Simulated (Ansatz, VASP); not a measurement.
# One calculation of Au, two programs

```
CELL_PARAMETERS angstrom
2.78458 0.00000 0.00000
0.00000 2.78458 0.00000
0.00000 0.00000 2.78458
ATOMIC_POSITIONS crystal
Au 0.50000 0.50000 0.50000
```

The cell was built by a generator and needn't be a form met in nature.

Alike in both runs: task single point; functional PBE; k mesh 10 × 10 × 10; occupations fermi-dirac, width 0.05 eV; no spin polarisation.

|  | VASP | Ansatz |
| --- | --- | --- |
| version | VASP 6.6.1 | Ansatz 0.2.0 |
| potentials or method | VASP PAW PBE potentials, release 64 (Au) | Ansatz PAW |
| plane-wave cutoff (eV) | 520 | 420 |
| valence electrons in the cell | 11 | 19 |

```csv
,VASP,Ansatz,Ansatz less VASP
gap on the k mesh at the Fermi level (eV),none,none,-
pressure (GPa),-3.7,-3.5,+0.15
```

A gap of «none» marks a metal or a gap that the smearing closes. The two sets of potentials don't hold the same shells in valence.

The runs have no spin-orbit coupling, so splittings on Au are missing.
